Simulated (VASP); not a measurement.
# BN (Fmm2) in VASP: a series of runs

The runs below take BN through single point, relaxation of cell and atoms, with LDA.

Program: VASP 6.6.1. These are calculated values, not measurements. Logs are shortened: lines on timing, memory, paths and dates and some standing lists are left out, and cuts for length are marked.

## (1) The crystal as given

The structure is orthorhombic, space group Fmm2 (No. 42). The conventional cell has a = 2.508 Å, b = 6.679 Å, c = 4.338 Å, α = 90.00°, β = 90.00°, γ = 90.00°. Around B (site symmetry mm2) lie 3 N at 1.45 Å. N (site symmetry mm2) is surrounded by 3 B at 1.45 Å.

Measurements of this composition are mostly on another form, of space group No. 194.

## (2) Single point, LDA (relaxed again under DFT LDA, scalar-relativistic, plane waves, PAW)

INCAR

```
ALGO = Normal
EDIFF = 1E-6
ENCUT = 520
ISIF = 2
ISMEAR = 0
LASPH = T
LCHARG = F
LREAL = F
LWAVE = F
NBANDS = 11
NELM = 100
PREC = Accurate
SIGMA = 0.02
```

KPOINTS

```
k-points
0
Gamma
  12 12 12
```

POSCAR

```
BN
1.0
    0.0000000000      3.2788122305      2.1533281298
    1.2451333038      0.0000000000      2.1533281298
    1.2451333038      3.2788122305      0.0000000000
B N
1 1
Direct
    0.0001253287      0.0001253287      0.9998746713
    0.6665746613      0.6665746613      0.3334253387
```

Potentials or basis: VASP PAW LDA potentials, release 64 (B, N).

On the command line:

```bash
cat potpaw_LDA.64/B/POTCAR potpaw_LDA.64/N/POTCAR > POTCAR
mpirun -np 1 vasp_std > vasp.out
```

OUTCAR:

```text
EDIFF = 1E-6
   ENCUT = 520
   ISIF = 2
   ISMEAR = 0
   LASPH = T
   LREAL = F
   NELM = 100
   PREC = Accurate

 ion  position               nearest neighbor table
   1  0.000  0.000  1.000-   2 1.44   2 1.44   2 1.44
   2  0.667  0.667  0.333-   1 1.44   1 1.44   1 1.44

  LATTYP: Found a face centered orthorhombic cell.
 ALAT       =     2.4902666076
 B/A-ratio  =     1.7293956585
 C/A-ratio  =     2.6333021697

  Lattice vectors:

 A1 = (   0.0000000000,   3.2788122305,   2.1533281298)
 A2 = (  -1.2451333038,   3.2788122305,   0.0000000000)
 A3 = (  -1.2451333038,   0.0000000000,   2.1533281298)

Analysis of symmetry for initial positions (statically):
=====================================================================
 Subroutine PRICEL returns:
 Original cell was already a primitive cell.

 Routine SETGRP: Setting up the symmetry group for a
 face centered orthorhombic supercell.

 Subroutine GETGRP returns: Found  4 space group operations
 (whereof  4 operations were pure point group operations)
 out of a pool of  8 trial point group operations.

The static configuration has the point symmetry C_2v.

Analysis of symmetry for dynamics (positions and initial velocities):
=====================================================================
 Subroutine PRICEL returns:
 Original cell was already a primitive cell.

 Routine SETGRP: Setting up the symmetry group for a
 face centered orthorhombic supercell.

 Subroutine GETGRP returns: Found  4 space group operations
 (whereof  4 operations were pure point group operations)
 out of a pool of  8 trial point group operations.

The dynamic configuration has the point symmetry C_2v.

 Subroutine INISYM returns: Found  4 space group operations
 (whereof  4 operations are pure point group operations),
 and found     1 'primitive' translations

----------------------------------------------------------------------------------------

                                     Primitive cell

  volume of cell :      17.5822

  direct lattice vectors                    reciprocal lattice vectors
     0.000000000  3.278812230  2.153328130    -0.401563430  0.152494246  0.232198704
     1.245133304  0.000000000  2.153328130     0.401563430 -0.152494246  0.232198704
     1.245133304  3.278812230  0.000000000     0.401563430  0.152494246 -0.232198704

  length of vectors
     3.922681695  2.487404064  3.507273384     0.488286720  0.488286720  0.488286720

  position of ions in fractional coordinates (direct lattice)
     0.000125329  0.000125329  0.999874671
     0.666574661  0.666574661  0.333425339

  ion indices of the primitive-cell ions
   primitive index   ion index
                 1           1
                 2           2

----------------------------------------------------------------------------------------

 KPOINTS: k-points

Automatic generation of k-mesh.
 Grid dimensions read from file:
 generate k-points for:   12   12   12

 Generating k-lattice:

  Cartesian coordinates                     Fractional coordinates (reciprocal lattice)
    -0.033463619  0.012707854  0.019349892     0.083333333  0.000000000  0.000000000
     0.033463619 -0.012707854  0.019349892     0.000000000  0.083333333  0.000000000
     0.033463619  0.012707854 -0.019349892     0.000000000  0.000000000  0.083333333

  Length of vectors
     0.040690560  0.040690560  0.040690560

  Shift w.r.t. Gamma in fractional coordinates (k-lattice)
     0.000000000  0.000000000  0.000000000

 Subroutine IBZKPT returns following result:
 ===========================================

 Found    280 irreducible k-points:

 Following reciprocal coordinates:
            Coordinates               Weight
  0.000000  0.000000  0.000000      1.000000
  0.083333  0.000000 -0.000000      8.000000
  0.166667  0.000000  0.000000      8.000000
  0.250000 -0.000000 -0.000000      8.000000
  0.333333  0.000000  0.000000      8.000000
  0.416667  0.000000  0.000000      8.000000
[... 16 lines left out ...]
  0.500000  0.166667  0.000000      8.000000
 -0.416667  0.166667  0.000000      8.000000
 [... further k-points ...]
   k-points           NKPTS =    280   k-points in BZ     NKDIM =    280   number of bands    NBANDS=     11
   number of dos      NEDOS =    301   number of ions     NIONS =      2
   total plane-waves  NPLWV =  15120
   dimension x,y,z NGX =    30 NGY =   18 NGZ =   28
   dimension x,y,z NGXF=    60 NGYF=   36 NGZF=   56
   ions per type =               1   1
   NGX,Y,Z   is equivalent  to a cutoff of  12.71, 12.03, 13.27 a.u.
   NGXF,Y,Z  is equivalent  to a cutoff of  25.43, 24.06, 26.54 a.u.
 SYSTEM =  unknown system
   PREC   = accura    normal or accurate (medium, high low for compatibility)
   ISTART =      0    job   : 0-new  1-cont  2-samecut
   ICHARG =      2    charge: 1-file 2-atom 10-const
   ISPIN  =      1    spin polarized calculation?
   LNONCOLLINEAR =      F non collinear calculations
   LSORBIT =      F    spin-orbit coupling
   LASPH  =      T    aspherical Exc in radial PAW
   ENCUT  =  520.0 eV  38.22 Ry    6.18 a.u.   7.29  4.62  6.52*2*pi/ulx,y,z
   NELM   =    100;   NELMIN=  2; NELMDL= -5     # of ELM steps
   EDIFF  = 0.1E-05   stopping-criterion for ELM
   LREAL  =      F    real-space projection
   EDIFFG = 0.1E-04   stopping-criterion for IOM
   NSW    =      0    number of steps for IOM
   IBRION =     -1    ionic relax: 0-MD 1-quasi-New 2-CG
   NFREE  =      0    steps in history (QN), initial steepest desc. (CG)
   ISIF   =      2    stress and relaxation
   ISYM   =      2    0-nonsym 1-usesym 2-fastsym
   POTIM  = 0.5000    time-step for ionic-motion
   TEBEG  =    0.0;   TEEND  =   0.0 temperature during run
   PSTRESS=    0.0 pullay stress
   NELECT =       8.0000    total number of electrons
   NUPDOWN=      -1.0000    fix difference up-down
   EMIN   =  10.00;   EMAX   =-10.00  energy-range for DOS
   EFERMI =   0.00;   METHOD = LEGACY
   ISMEAR =     0;   SIGMA  =   0.02  broadening in eV -4-tet -1-fermi 0-gaus
   EFERMI_NEDOS =   21; number of points for ismear=-14 and -15
   IALGO  =     38    algorithm
   IMIX   =      4    mixing-type and parameters
     AMIX     =   0.40;   BMIX     =  1.00
     AMIX_MAG =   1.60;   BMIX_MAG =  1.00
  volume/ion in A,a.u.               =       8.79        59.33
  Fermi-wavevector in a.u.,A,eV,Ry     =   1.259159  2.379466 21.571789  1.585482
  Thomas-Fermi vector in A             =   2.392733
   LORBIT       =      0    0 simple, 1 ext, 2 COOP (PROOUT), +10 PAW based schemes
   GGA     = CA    functional components
   LHFCALC =     F    Hartree Fock is set to
   AEXX    =    0.0000 exact exchange contribution
   IVDW    =     0    specifies the selected vdW correction
   LEPSILON=     F    determine dielectric tensor
   LRPA    =     F    only Hartree local field effects (RPA)
 non-spin polarized calculation
 Gauss-broadening in eV      SIGMA  =   0.02
  energy-cutoff  :      520.00
  volume of cell :       17.58
 maximum number of plane-waves:       493
 NGX is ok and might be reduce to    30
   NGX = 15   NGY =  9   NGZ = 13

 number of electron       8.0000000 magnetization

 Free energy of the ion-electron system (eV)
  ---------------------------------------------------
  ext. energy  EPLUGINS =         0.00000000
  ---------------------------------------------------
  free energy    TOTEN  =       -19.28687229 eV

  energy without entropy =      -19.28687229  energy(sigma->0) =      -19.28687229

 E-fermi :   2.6608     XC(G=0): -10.6435

 val. band max:        2.4850132708   @ k =   0.4167  -0.4167   0.0833
 cond. band min:       5.8678648685   @ k =   0.0000   0.5000   0.5000
 fundamental gap:      3.3828515976
 Fermi energy:         2.6608361120

 k-point     1 :       0.0000    0.0000    0.0000
  band No.  band energies     occupation
      1     -15.3848      2.00000
      2      -1.8232      2.00000
      3       1.0340      2.00000
      4       1.0374      2.00000
      5       7.3356      0.00000
      6      13.9523      0.00000
      7      14.0667      0.00000
      8      15.5693      0.00000
      9      17.5184      0.00000
     10      28.1101      0.00000
     11      30.3485      0.00000

 k-point     2 :       0.0833    0.0000   -0.0000
  band No.  band energies     occupation
      1     -15.2413      2.00000
      2      -1.7056      2.00000
      3       0.4806      2.00000
      4       0.7705      2.00000
      5       7.6658      0.00000
      6      13.9590      0.00000
      7      14.5864      0.00000
      8      15.0567      0.00000
      9      17.9660      0.00000
     10      27.8648      0.00000
     11      28.4997      0.00000

 k-point     3 :       0.1667    0.0000    0.0000
  band No.  band energies     occupation
      1     -14.8192      2.00000
      2      -1.3641      2.00000
      3      -0.9026      2.00000
      4       0.1281      2.00000
      5       8.5325      0.00000
      6      13.6773      0.00000
      7      13.8368      0.00000
      8      16.2147      0.00000
      9      19.0457      0.00000
     10      24.9300      0.00000
     11      28.8438      0.00000
[... 267 lines left out ...]
 k-point    23 :       0.5000    0.1667    0.0000
  band No.  band energies     occupation
      1     -12.1803      2.00000
      2      -5.7507      2.00000
      3      -2.9991      2.00000
      4       1.4931      2.00000
      5       7.6696      0.00000
      6      13.3731      0.00000
      7      15.5700      0.00000
      8      17.8252      0.00000
      9      20.6663      0.00000
     10      24.1394      0.00000
     11      25.6119      0.00000

 k-point    24 :      -0.4167    0.1667    0.0000
  band No.  band energies     occupation
      1     -11.7920      2.00000
      2      -6.2871      2.00000
      3      -3.1618      2.00000
      4       1.7605      2.00000
      5       7.0286      0.00000
      6      13.9677      0.00000
      7      15.8908      0.00000
      8      17.8277      0.00000
      9      21.3378      0.00000
     10      23.4876      0.00000
     11      25.3578      0.00000

 [... further k-points ...]

------------------------ aborting loop because EDIFF is reached ----------------------------------------

  FORCE on cell =-STRESS in cart. coord.  units (eV):
  Direction    XX          YY          ZZ          XY          YZ          ZX
  --------------------------------------------------------------------------------------
  -------------------------------------------------------------------------------------
  Total        0.0836320     -0.0190591      0.0834829      0.0000000      0.0000000      0.0000000
  in kB        7.6209711     -1.7367592      7.6073889      0.0000000      0.0000000      0.0000000
  external PRESSURE =       4.4972003 kB  Pullay stress =       0.0000000 kB

 VOLUME and BASIS-vectors are now :
 -----------------------------------------------------------------------------
  energy-cutoff  :      520.00
  volume of cell :       17.58
      direct lattice vectors                 reciprocal lattice vectors
     0.000000000  3.278812230  2.153328130    -0.401563430  0.152494246  0.232198704
     1.245133304  0.000000000  2.153328130     0.401563430 -0.152494246  0.232198704
     1.245133304  3.278812230  0.000000000     0.401563430  0.152494246 -0.232198704

 POSITION                                       TOTAL-FORCE (eV/Angst)
 -----------------------------------------------------------------------------------
      1.24513      3.27881      0.00054        -0.000000      0.000000      0.000198
      1.24513      3.27881      2.87071         0.000000      0.000000     -0.000198
 -----------------------------------------------------------------------------------
    total drift:                                0.000001      0.000000     -0.000018

  FREE ENERGIE OF THE ION-ELECTRON SYSTEM (eV)
  ---------------------------------------------------
  free  energy   TOTEN  =       -19.2868722899 eV

  energy  without entropy=      -19.2868722899  energy(sigma->0) =      -19.28687229
```

It took 85 s on 1 thread of Intel Xeon Platinum 8175M at 2.50GHz (Skylake/Cascade Lake), shared host; peak memory 0.16 GiB.

What came out:

```yaml
Free_energy: -19.2869 eV
Pressure: 0.4 GPa
Band_gap_on_the_k_mesh: 3.38 eV, indirect (least direct gap 4.44 eV)
```

A k mesh can miss the band edges.

(Part 1 of 2 ends here.)
